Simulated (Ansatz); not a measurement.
## Lattice vibrations of CaF2 at Γ at -1 GPa

These are results of DFT PBE, scalar-relativistic, plane waves, PAW (Ansatz), not measurements. Settings: 420 eV plane-wave cutoff, Γ-centred 8×8×8 mesh, fixed occupations. No spin polarisation. Phonons by linear response, acoustic sum rule imposed.

The cell, relaxed at -1 GPa:
```yaml
crystal:
  lattice:
    - [0.00000, 2.76760, 2.76760]
    - [2.76760, 0.00000, 2.76760]
    - [2.76760, 2.76760, 0.00000]
  atoms:
    - { symbol: Ca, position: [0.00000, 0.00000, 0.00000] }
    - { symbol: F, position: [0.25000, 0.25000, 0.25000] }
    - { symbol: F, position: [0.75000, 0.75000, 0.75000] }
```

Problem. Is this structure stable against zone-centre distortions?

Solution. Yes, at Γ: no optical mode is imaginary. Strains and other wave vectors aren't tested by this run.

Problem. List the optical modes at Γ without the LO field (i marks imaginary ones).

Solution.
```
frequency (cm⁻¹) degeneracy IR intensity of the level ((D/Å)²/amu)
             220           3                                   19.81
             300           3                                    0.00
```

Cost: 1 run of about 0.55 core-minutes, on Intel Xeon Platinum 8259CL (Skylake/Cascade Lake) (shared hosts).